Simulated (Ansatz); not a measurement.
# interstitial H in ZrSiO4: hop to the nearest equivalent void, part 2 of 2

Aim: the minimum-energy path and barrier of the hop to the nearest equivalent void. The ends are relaxed first, then joined by a nudged elastic band. The host cell (I4_1/amd) has 24 atoms; the extra atom is the last.

Ansatz 0.2.0; DFT PBE+D3(BJ), plane waves, PAW, scalar-relativistic, collinear spin. Earlier steps stand in the parts before.

### Step 6. Nudged elastic band

crystal.atoms is end A as relaxed above, and neb.final_atoms is end B. With 7 inner images the band has 9 in all.

input.yaml

```yaml
crystal:
  lattice:
    - [6.6, 0.0, 0.0]
    - [0.0, 6.6, 0.0]
    - [0.0, 0.0, 5.88]
  atoms:
    - { symbol: Zr, position: [-0.00036119, 0.00194457, -0.00040446] }
    - { symbol: Zr, position: [-0.00035988, 0.49828429, 0.25013178] }
    - { symbol: Si, position: [0.0023375, -0.00093287, 0.50009904] }
    - { symbol: Si, position: [0.50004678, -0.00065648, 0.24975035] }
    - { symbol: O, position: [-0.01206118, 0.18499748, 0.32143978] }
    - { symbol: O, position: [0.31414343, 0.03630676, 0.07056702], spin: 0.09 }
    - { symbol: O, position: [0.51605532, 0.31703743, 0.81687483] }
    - { symbol: O, position: [0.68532117, -0.00970481, 0.0691857] }
    - { symbol: O, position: [0.49671729, 0.81718313, 0.4364257] }
    - { symbol: O, position: [0.31414382, 0.46390291, 0.17916189], spin: 0.09 }
    - { symbol: O, position: [0.51604597, 0.1831822, 0.43285889] }
    - { symbol: O, position: [0.18791394, 0.00789646, 0.67986589] }
    - { symbol: Zr, position: [0.50326545, 0.49736032, 0.50047927] }
    - { symbol: Zr, position: [0.50326282, 0.00285814, 0.74925609] }
    - { symbol: Si, position: [0.5000493, 0.50087504, -1.704e-05] }
    - { symbol: Si, position: [0.00234136, 0.50116063, 0.74963059] }
    - { symbol: O, position: [0.49670872, 0.68303865, 0.81331494] }
    - { symbol: O, position: [0.81816747, 0.51112658, 0.5683349] }
    - { symbol: O, position: [0.01402087, 0.81474361, 0.3184297] }
    - { symbol: O, position: [0.18791557, 0.49233147, 0.56986069] }
    - { symbol: O, position: [-0.01205393, 0.31523189, 0.92829177] }
    - { symbol: O, position: [0.8181653, -0.0108955, 0.681398] }
    - { symbol: O, position: [0.01402516, 0.68548588, 0.93129707] }
    - { symbol: O, position: [0.68532143, 0.5099188, 0.18054915] }
    - { symbol: H, position: [0.35890139, 0.75010071, 0.12489436], spin: 0.49 }
magnetization:
  spin_polarized: true
basis:
  ecutwfc: 420.0
kpoints:
  mp_grid: { grid: [2, 2, 2] }
hamiltonian:
  xc: pbe
  dispersion: d3bj
  pseudopotentials: { kind: paw, azcp: { folder: soft_1 } }
scf:
  occupations: { method: gaussian, width: 0.02 }
  lower_state_search: "off"
neb:
  images: 7
  f_tol: 0.05
  initial_path: idpp
  max_iterations: 24
  final_atoms:
    - { symbol: Zr, position: [4.072e-05, 0.00181537, -0.00066134] }
    - { symbol: Zr, position: [2.756e-05, 0.49825818, 0.24984881] }
    - { symbol: Si, position: [-0.00270428, -0.00099935, 0.49985165] }
    - { symbol: Si, position: [0.4997012, -0.00080992, 0.24944827] }
    - { symbol: O, position: [0.01158978, 0.18495114, 0.32121844] }
    - { symbol: O, position: [0.31436153, -0.00965477, 0.06897298] }
    - { symbol: O, position: [0.48401936, 0.3169411, 0.81667145] }
    - { symbol: O, position: [0.68575595, 0.03581141, 0.07041907] }
    - { symbol: O, position: [0.50293859, 0.81711167, 0.4362327] }
    - { symbol: O, position: [0.31434781, 0.50971229, 0.18022275] }
    - { symbol: O, position: [0.48405502, 0.18312139, 0.43251097] }
    - { symbol: O, position: [0.1815667, -0.01089877, 0.6810179] }
    - { symbol: Zr, position: [0.49644574, 0.49724413, 0.50018225] }
    - { symbol: Zr, position: [0.49645994, 0.00281849, 0.7490106] }
    - { symbol: Si, position: [0.49967128, 0.50086115, -0.00026374] }
    - { symbol: Si, position: [-0.00271559, 0.50107712, 0.74933565] }
    - { symbol: O, position: [0.50295218, 0.68295145, 0.81297706] }
    - { symbol: O, position: [0.811792, 0.49242361, 0.56950057] }
    - { symbol: O, position: [-0.01444835, 0.81470646, 0.31811903] }
    - { symbol: O, position: [0.18155615, 0.51098455, 0.56817066] }
    - { symbol: O, position: [0.01157901, 0.31513099, 0.92797245] }
    - { symbol: O, position: [0.81180412, 0.00764103, 0.67968789] }
    - { symbol: O, position: [-0.01444898, 0.68537009, 0.93106865] }
    - { symbol: O, position: [0.68573504, 0.46430856, 0.1787622] }
    - { symbol: H, position: [0.63716999, 0.75005777, 0.12461712] }
  order_check: false
```

Started as:

```bash
$ ansatz run input.yaml --threads 4 --pin off --max-ram 10240MiB --backend cpu --events-out ev --progress --plain --runs-dir out
```

Standard output (excerpt; [...] marks lines left out):

```text
Warning: neb: disabling space-group detection — the band's intermediate images generally break the endpoint symmetry, so no spatial operation reduces the k-mesh or symmetrises the density, except that a semilocal band can use its path's symmetry ahead of convergence; time reversal is [...]
Warning: RAYON_NUM_THREADS=4 ignored (pool sized by the plan → 4); use --threads N
[...]
Pseudopotentials: kind: paw
Pseudopotential: Zr, paw, valence charge 12, recommended cutoff 420 eV (normal), <dir>
Pseudopotential: Si, paw, valence charge 4, recommended cutoff 420 eV (normal), <dir>
Pseudopotential: O, paw, valence charge 6, recommended cutoff 420 eV (normal), <dir>
Pseudopotential: H, paw, valence charge 1, recommended cutoff 420 eV (normal), <dir>
Functional definition: PBE
[...]
parallel-image band execution: 4 concurrent image workers
NEB image 0
Crystal: 25 atoms, lattice volume = 256.133 Å³
Basis set: ecut = 420 eV, 5035 PW (Γ), exchange–correlation on 90×90×80 points (8 copies of the dense FFT grid, shifted against one another)
[...]
NEB image 7
[...]
spin=Collinear: Resta preconditioning applied to the charge; magnetization (m = ρ↑ − ρ↓) channel mixes plain (no charge-response kernel on spin).
[...]
spin-set hold released at iteration 7 (site moments contracting): the magnetisation degrees of freedom join the quasi-Newton model from the next iteration; the mixer history was flushed
NEB iter   1: max|band force component| = 1.796e0 eV/Å  barrier→ = 0.2770 eV  barrier← = 0.2771 eV  Δτ_max = 0.0979 Å  (115 SCF iters)
  M     (μB):  +1.0000  +1.0000  +1.0000  +1.0000  +1.0000  +1.0000  +1.0000  +1.0000  +1.0000
  M_abs (μB):   1.0555   1.0556   1.0548   1.0546   1.0548   1.0546   1.0547   1.0554   1.0553
NEB image 1
[...]
Starting moments: Σ|m| = 0.67 μB on 3 of 25 sites; this step starts from the density that it was given
[...]
spin=Collinear: Resta preconditioning applied to the charge; magnetization (m = ρ↑ − ρ↓) channel mixes plain (no charge-response kernel on spin).
NEB image 2
[...]
spin=Collinear: Resta preconditioning applied to the charge; magnetization (m = ρ↑ − ρ↓) channel mixes plain (no charge-response kernel on spin).
NEB image 3
[...]
spin=Collinear: Resta preconditioning applied to the charge; magnetization (m = ρ↑ − ρ↓) channel mixes plain (no charge-response kernel on spin).
NEB image 4
```

### Step 7. The log goes on: band between the two ends

The log, continued (excerpt; [...] marks lines left out):

```text
[...]
spin=Collinear: Resta preconditioning applied to the charge; magnetization (m = ρ↑ − ρ↓) channel mixes plain (no charge-response kernel on spin).
NEB image 5
[...]
spin=Collinear: Resta preconditioning applied to the charge; magnetization (m = ρ↑ − ρ↓) channel mixes plain (no charge-response kernel on spin).
NEB image 6
[...]
spin=Collinear: Resta preconditioning applied to the charge; magnetization (m = ρ↑ − ρ↓) channel mixes plain (no charge-response kernel on spin).
NEB image 7
[...]
spin=Collinear: Resta preconditioning applied to the charge; magnetization (m = ρ↑ − ρ↓) channel mixes plain (no charge-response kernel on spin).
NEB iter   2: max|band force component| = 9.755e-1 eV/Å  barrier→ = 0.1404 eV  barrier← = 0.1406 eV  Δτ_max = 0.0901 Å  (49 SCF iters)
[...]
  M_abs (μB):   1.0555   1.0548   1.0532   1.0524   1.0523   1.0524   1.0531   1.0547   1.0553
Magnetization: 1.0000 μB (81.0000 up, 80.0000 down)
Absolute magnetization: 1.0523 μB (∫|ρ↑−ρ↓|, with the PAW one-centre terms)
Spin contamination: 0.0022 ħ² per cell (⟨S²⟩ above its minimum at these occupations)
[...]
Free energy (F): -28410.570464 eV
[...]
E sigma→0 (E₀):  -28410.570464 eV
Fermi energy:    10.726109 eV
[...]
--- Forces (eV/Å), atoms counted from 1 ---
  atom   1  Zr     0.00071925    -0.00825097     0.00697044
  atom   2  Zr     0.00059890    -0.00467202    -0.00069303
  atom   3  Si     0.00015023     0.01041068    -0.01144710
  atom   4  Si    -0.00090455    -0.01534493    -0.00875330
  atom   5  O     -0.00028104     0.00691946     0.00041655
  atom   6  O      0.00263500     0.00898807    -0.00333058
  atom   7  O     -0.00025570     0.01909933    -0.00094316
  atom   8  O     -0.00251392     0.00900898    -0.00338700
[...]
--- Band table (eV; the first three rows and the last of 16) ---
[...]
```

### Step 8. The log goes on: band between the two ends

Output, continued (excerpt; [...] marks lines left out):

```text
this run last wrote the band of iteration 6 to <dir>
--- NEB band (9 images, 6 band iterations, 345 SCF iterations) ---
  forward barrier  = 0.093587 eV
  backward barrier = 0.093779 eV
  lagrangian_above_aufbau_ev (what the smearing adds, to first order; not taken off the barriers): saddle image -0.000000 eV, end points +0.000000 and +0.000000 eV
  climbing image's point = of an order that was not read
  energies are F+E_penalty+E_count in eV, relative to image 0
  image     s (Å)  Δ vs image 0  max|band force component| (eV/Å)     M (μB)  M_abs (μB)
      0    0.0000      0.000000                                 —    +1.0000      1.0555
      1    0.2538      0.015558                          6.315e-3    +1.0000      1.0548
      2    0.5076      0.044789                          1.530e-2    +1.0000      1.0532
[...]
    - { symbol: Si, position: [0.49978405645159374, 0.501276683822276, -0.0008808551985050485] }
    - { symbol: Si, position: [-0.00022922508180283022, 0.5009759904333958, 0.7491169635714002] }
    - { symbol: O, position: [0.4997900515966422, 0.6820796232765927, 0.8096905172469012] }
    - { symbol: O, position: [0.814353893964413, 0.5014722529545631, 0.5689436623392258] }
    - { symbol: O, position: [-0.00028018336238775374, 0.8144668959358629, 0.3190726660821583] }
    - { symbol: O, position: [0.18518284071358693, 0.5015478586314193, 0.5689366134769773] }
    - { symbol: O, position: [-0.0001727158507189486, 0.31464031250064284, 0.9275896694054567] }
    - { symbol: O, position: [0.8143280624500544, -0.0011926634378875308, 0.6804932103524646] }
    - { symbol: O, position: [-0.0002806671195182024, 0.6857701982792201, 0.9303547053237019] }
    - { symbol: O, position: [0.6870694777136763, 0.48733545406193907, 0.1781546622355139] }
    - { symbol: H, position: [0.5000740714261989, 0.7489705125932995, 0.1254981509579501] }
```

It took 7.9 min on 4 threads of Intel Xeon Platinum 8259CL at 2.50GHz (Skylake/Cascade Lake), shared host; peak memory 2.9 GiB.

### Step 9. Images and barrier

Images 0 and 8 are the ends. Energies count from image 0; the path length is the program's own measure over all atoms.

| image | path (Å) | energy (eV) | H25 x y z (Å) | band force (eV/Å) |
| --- | --- | --- | --- | --- |
| 0 | 0.000 | 0.0000 | 2.37 4.95 0.73 | - |
| 1 | 0.254 | 0.0156 | 2.60 4.95 0.73 | 0.006 |
| 2 | 0.508 | 0.0448 | 2.83 4.95 0.74 | 0.015 |
| 3 | 0.761 | 0.0780 | 3.06 4.94 0.74 | 0.031 |
| 4* | 1.015 | 0.0936 | 3.30 4.94 0.74 | 0.037 |
| 5 | 1.262 | 0.0782 | 3.53 4.94 0.74 | 0.024 |
| 6 | 1.509 | 0.0461 | 3.76 4.95 0.74 | 0.017 |
| 7 | 1.756 | 0.0173 | 3.98 4.95 0.73 | 0.009 |
| 8 | 2.003 | -0.0002 | 4.21 4.95 0.73 | - |

The star marks the climbing image.

image, energy (eV) and a bar:
```
        0      0.000 
        1      0.016 #####
        2      0.045 ##############
        3      0.078 #########################
        4      0.094 ##############################
        5      0.078 #########################
        6      0.046 ###############
        7      0.017 ######
        8      0.000
```

How the highest energy settled:

```csv
iteration,highest image above image 0 (eV),largest band force (eV/Å)
1,0.2770,1.796
2,0.1404,0.975
3,0.1036,0.299
4,0.0965,0.197
5,0.0939,0.082
6,0.0936,0.037
```

Positions (Å) of images 0, 4, 8:

```xyz
25
Lattice="6.600 0.000 0.000 0.000 6.600 0.000 0.000 0.000 5.880" Properties=species:S:1:pos:R:3 pbc="T T T" image=0 dE=0.0000
Zr   -0.002    0.013   -0.002
Zr   -0.002    3.289    1.471
Si    0.015   -0.006    2.941
Si    3.300   -0.004    1.469
O    -0.080    1.221    1.890
O     2.073    0.240    0.415
O     3.406    2.092    4.803
O     4.523   -0.064    0.407
O     3.278    5.393    2.566
O     2.073    3.062    1.053
O     3.406    1.209    2.545
O     1.240    0.052    3.998
Zr    3.322    3.283    2.943
Zr    3.322    0.019    4.406
Si    3.300    3.306    0.000
Si    0.015    3.308    4.408
O     3.278    4.508    4.782
O     5.400    3.373    3.342
O     0.093    5.377    1.872
O     1.240    3.249    3.351
O    -0.080    2.081    5.458
O     5.400   -0.072    4.007
O     0.093    4.524    5.476
O     4.523    3.365    1.062
H     2.369    4.951    0.734
25
Lattice="6.600 0.000 0.000 0.000 6.600 0.000 0.000 0.000 5.880" Properties=species:S:1:pos:R:3 pbc="T T T" image=4 dE=0.0936
Zr   -0.001    0.010   -0.002
Zr   -0.001    3.292    1.468
Si   -0.002   -0.005    2.942
Si    3.299   -0.001    1.473
O    -0.001    1.224    1.892
O     2.064    0.078    0.419
O     3.298    2.088    4.803
O     4.533    0.079    0.419
O     3.299    5.401    2.581
O     2.062    3.217    1.048
O     3.298    1.216    2.546
O     1.222   -0.008    4.001
Zr    3.298    3.278    2.934
Zr    3.299    0.026    4.413
Si    3.299    3.308   -0.005
Si   -0.002    3.306    4.405
O     3.299    4.502    4.761
O     5.375    3.310    3.345
O    -0.002    5.375    1.876
O     1.222    3.310    3.345
O    -0.001    2.077    5.454
O     5.375   -0.008    4.001
O    -0.002    4.526    5.470
O     4.535    3.216    1.048
H     3.300    4.943    0.738
25
Lattice="6.600 0.000 0.000 0.000 6.600 0.000 0.000 0.000 5.880" Properties=species:S:1:pos:R:3 pbc="T T T" image=8 dE=-0.0002
Zr    0.000    0.012   -0.004
Zr    0.000    3.289    1.469
Si   -0.018   -0.007    2.939
Si    3.298   -0.005    1.467
O     0.076    1.221    1.889
O     2.075   -0.064    0.406
O     3.195    2.092    4.802
O     4.526    0.236    0.414
O     3.319    5.393    2.565
O     2.075    3.364    1.060
O     3.195    1.209    2.543
O     1.198   -0.072    4.004
Zr    3.277    3.282    2.941
Zr    3.277    0.019    4.404
Si    3.298    3.306   -0.002
Si   -0.018    3.307    4.406
O     3.319    4.507    4.780
O     5.358    3.250    3.349
O    -0.095    5.377    1.871
O     1.198    3.372    3.341
O     0.076    2.080    5.456
O     5.358    0.050    3.997
O    -0.095    4.523    5.475
O     4.526    3.064    1.051
H     4.205    4.950    0.733
```

### Step 10. The band again, with other settings

crystal.atoms is end A as relaxed above, and neb.final_atoms is end B. With 3 inner images the band has 5 in all.

Changes to input.yaml since step 6:

```diff
@@ -44,7 +44,8 @@
   lower_state_search: "off"
+  max_iter: 58
 neb:
-  images: 7
+  images: 3
   f_tol: 0.05
-  initial_path: idpp
-  max_iterations: 24
+  max_iterations: 8
+  order_check: false
   final_atoms:
@@ -75,2 +76 @@
     - { symbol: H, position: [0.63716999, 0.75005777, 0.12461712] }
-  order_check: false
```

Started as:

```bash
$ ansatz run input.yaml --threads 4 --pin off --max-ram 10240MiB --backend cpu --events-out ev --progress --plain --runs-dir out
```

Standard output (excerpt; [...] marks lines left out):

```text
Warning: neb: disabling space-group detection — the band's intermediate images generally break the endpoint symmetry, so no spatial operation reduces the k-mesh or symmetrises the density, except that a semilocal band can use its path's symmetry ahead of convergence; time reversal is [...]
Warning: RAYON_NUM_THREADS=4 ignored (pool sized by the plan → 4); use --threads N
[...]
[... 6 set-up lines as earlier in the session ...]
[...]
parallel-image band execution: 3 concurrent image workers
NEB image 0
Crystal: 25 atoms, lattice volume = 256.133 Å³
Basis set: ecut = 420 eV, 5035 PW (Γ), exchange–correlation on 90×90×80 points (8 copies of the dense FFT grid, shifted against one another)
[...]
NEB end point (image 4): max|allowed force component| = 7.323e-3 eV/Å (the criterion of neb.relax_end_points is 1.000e-2)
NEB image 1
[...]
spin=Collinear: Resta preconditioning applied to the charge; magnetization (m = ρ↑ − ρ↓) channel mixes plain (no charge-response kernel on spin).
[...]
spin-set hold released at iteration 6 (site moments contracting): the magnetisation degrees of freedom join the quasi-Newton model from the next iteration; the mixer history was flushed
NEB image 2
[...]
spin=Collinear: Resta preconditioning applied to the charge; magnetization (m = ρ↑ − ρ↓) channel mixes plain (no charge-response kernel on spin).
[...]
spin-set hold released at iteration 7 (site moments contracting): the magnetisation degrees of freedom join the quasi-Newton model from the next iteration; the mixer history was flushed
NEB image 3
[...]
spin=Collinear: Resta preconditioning applied to the charge; magnetization (m = ρ↑ − ρ↓) channel mixes plain (no charge-response kernel on spin).
[...]
spin-set hold released at iteration 7 (site moments contracting): the magnetisation degrees of freedom join the quasi-Newton model from the next iteration; the mixer history was flushed
```

### Step 11. The log goes on: band between the two ends

Output, continued (excerpt; [...] marks lines left out):

```text
NEB iter   1: max|band force component| = 3.438e-1 eV/Å  barrier→ = 0.1080 eV  barrier← = 0.1081 eV  CI = image 2  Δτ_max = 0.0170 Å  (64 SCF iters)
[...]
NEB iter   2: max|band force component| = 1.280e-1 eV/Å  barrier→ = 0.0955 eV  barrier← = 0.0957 eV  CI = image 2  Δτ_max = 0.0060 Å  (21 SCF iters)
[...]
NEB iter   3: max|band force component| = 4.284e-2 eV/Å  barrier→ = 0.0936 eV  barrier← = 0.0938 eV  CI = image 2  Δτ_max = 0.0000 Å  (18 SCF iters)
  M     (μB):  +1.0000  +1.0000  +1.0000  +1.0000  +1.0000
  M_abs (μB):   1.0555   1.0531   1.0523   1.0531   1.0553
Magnetization: 1.0000 μB (81.0000 up, 80.0000 down)
Absolute magnetization: 1.0523 μB (∫|ρ↑−ρ↓|, with the PAW one-centre terms)
Spin contamination: 0.0022 ħ² per cell (⟨S²⟩ above its minimum at these occupations)
[...]
Free energy (F): -28410.570473 eV
[...]
E sigma→0 (E₀):  -28410.570473 eV
Fermi energy:    10.721529 eV
[...]
    - { symbol: Si, position: [0.4998057839222658, 0.5007455120254459, -0.0008837210858266855] }
    - { symbol: Si, position: [-0.00018756999884057474, 0.5009627731983212, 0.7491589781894119] }
    - { symbol: O, position: [0.49985256548584595, 0.6819352927234159, 0.8102214446782391] }
    - { symbol: O, position: [0.8144974000689384, 0.5015821236589861, 0.5688261655249083] }
    - { symbol: O, position: [-0.0002424736903652747, 0.8146032706709768, 0.31874040195062975] }
    - { symbol: O, position: [0.18512282486179701, 0.5016302720994084, 0.568817890080814] }
    - { symbol: O, position: [-0.0001131407622478437, 0.3146787603676887, 0.9277927672641116] }
    - { symbol: O, position: [0.814497976958973, -0.0014352109942933134, 0.6806352928516315] }
    - { symbol: O, position: [-0.00023965974815302903, 0.6855462749001733, 0.9307210488212474] }
    - { symbol: O, position: [0.6868790875529575, 0.48747065852651644, 0.17844369695994014] }
    - { symbol: H, position: [0.4991812119525275, 0.7500790462146424, 0.12473666762015308] }
```

Run time: 2.4 min. Hardware: 4 threads of Intel Xeon Platinum 8259CL at 2.50GHz (Skylake/Cascade Lake), shared host; peak memory 2 GiB.

### Step 12. What the band shows

The 3 inner images lie between the fixed ends 0 and 4. Energy is taken from image 0, and the path length is the program's own coordinate along the band.

| image | path (Å) | energy (eV) | H25 x y z (Å) | band force (eV/Å) |
| --- | --- | --- | --- | --- |
| 0 | 0.000 | 0.0000 | 2.37 4.95 0.73 | - |
| 1 | 0.504 | 0.0448 | 2.83 4.95 0.73 | 0.043 |
| 2* | 1.007 | 0.0936 | 3.29 4.95 0.73 | 0.031 |
| 3 | 1.503 | 0.0468 | 3.75 4.95 0.73 | 0.040 |
| 4 | 1.998 | -0.0002 | 4.21 4.95 0.73 | - |

The star marks the climbing image.

image, energy (eV) and a bar:
```
        0      0.000 
        1      0.045 ##############
        2      0.094 ##############################
        3      0.047 ###############
        4      0.000
```

### Step 13. What came out

The summary covers parts 1 to 2.

| quantity | value |
| --- | --- |
| end A | 6 moves, 2.114 eV lower |
| end B | 7 moves, 2.115 eV lower |
| first band: barrier forwards | 0.094 eV |
| first band: barrier backwards | 0.094 eV |
| first band: second end relative to first | 0.000 eV |
| first band: highest image | 4 of 0 to 8, climbing |
| first band: band iterations | 6 |
| second band | top 0.094 eV above image 0, 3 iterations, 3 inner images |
| time, first and second band | 7.9 min and 2.4 min |

What this shows: In the first band: the barrier from the first end is 0.094 eV, 4 times kT at 300 K; with a typical attempt rate of 10^13 per second that is roughly 10^11 events a second. Both ends agree in energy to 1 meV. The input switches the test of curvatures off, so the top was not shown to be a first-order saddle. The second band's top agrees with the first's to 1 meV, so the changed settings hardly move the height. The value is not shown to be converged in cell size (25 atoms) or k-mesh.
